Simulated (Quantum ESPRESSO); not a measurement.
Ge: phonons with LDA

**The experiment to reproduce.**

From “Temperature-dependent photoluminescence in Ge: experiment and theory”, 2020, arxiv:2003.00143, for a bulk crystal of Ge at 0 K: band gap 0.744 eV (indirect).

Ge:

```
Ge
1.0
     0.00000    2.82891    2.82891
     2.82891    0.00000    2.82891
     2.82891    2.82891    0.00000
Ge
2
Direct
  0.75000 0.75000 0.75000
  0.50000 0.50000 0.50000
```

```
Program                     : Quantum ESPRESSO 7.5
Task                        : phonons
Functional                  : LDA
Potentials or basis         : PseudoDojo 0.4.1 SR LDA standard
Cutoff                      : 1061 eV
Density cutoff              : 4245 eV
k mesh                      : 8 × 8 × 8
Occupations                 : methfessel-paxton, width 0.272 eV
Spin                        : no spin polarisation
Form of the LDA correlation : PW92
Mixing beta                 : 0.5
Most SCF iterations         : 120
SCF threshold               : 4e-10 Ry
```

```yaml
Relaxed_volume: 22.17 Å³/atom
Relaxed_cell: a = 3.973 Å, b = 3.973 Å, c = 3.973 Å, α = 60.00°, β = 60.00°, γ = 60.00°
Space_group_after_relaxing_to_0.05_Å: Fd-3m (No. 227)
Pressure_after_relaxing: 0.0 GPa
Band_gap_on_the_k_mesh: none (metal or under the smearing width)
Highest_phonon_frequency_at_Γ: 288 cm⁻¹
```

Step by step:
```tsv
step	energy change (eV)	largest force (eV/Å)	pressure (GPa)	volume (Å³)
1	0.0000	0.0000	-1.40	45.28
2	-0.0024	0.0000	-0.94	44.95
3	-0.0041	0.0000	-0.20	44.47
4	-0.0042	0.0000	0.01	44.34
5	-0.0042	0.0000	0.00	44.34
```

Final structure:
```xyz
2
Lattice="0.0000 2.8093 2.8093 2.8093 0.0000 2.8093 2.8093 2.8093 0.0000" Properties=species:S:1:pos:R:3 pbc="T T T"
Ge    4.2140    4.2140    4.2140
Ge    2.8093    2.8093    2.8093
```

Levels at points of the mesh, in eV from the Fermi level:
```csv
k point,band 10,band 11,band 12,band 13,band 14,band 15,band 16,band 17,band 18,band 19
"(0.00, 0.00, 0.00)",-24.69,-12.96,0.02,0.02,0.02,0.02,2.56,2.56,2.56,6.29
"(0.00, 0.00, -0.50)",-24.66,-10.82,-7.72,-1.41,-1.41,0.13,3.75,3.75,7.03,10.55
"(0.00, -0.50, -0.50)",-24.64,-9.00,-9.00,-3.12,-3.12,0.66,0.66,9.60,9.60,11.66
```

Phonon frequencies in cm⁻¹ (negative: imaginary):
```
              q point        frequencies
(0.000, 0.000, 0.000)  5 5 5 288 288 288
```

Optical modes at Γ, degenerate ones joined:
| cm⁻¹ | components | symmetry | active in |
| --- | --- | --- | --- |
| 288 | 3 | T2g | Raman |

It took 9 min on 1 thread of Intel(R) Xeon(R) 6975P-C (Granite Rapids) (shared host), peak memory 0.1 GiB.

A measured gap of Ge is 0.744 eV (indirect; 0 K; “Temperature-dependent photoluminescence in Ge: experiment and theory”, 2020, arxiv:2003.00143); the calculated 0.00 eV misses it by -0.74 eV. 3 values of this kind are on record (0.666 to 0.807 eV); this one was drawn at random among those near their median. Spin-orbit coupling on Ge is left out. The value is that of LDA on a finite k mesh, which can miss the band edges, without temperature or zero-point motion. Semilocal functionals fall short of measured gaps as a rule.

Caveat: this crystal is a semiconductor, whose small gap the functional closes, so the metal is an error of the method.
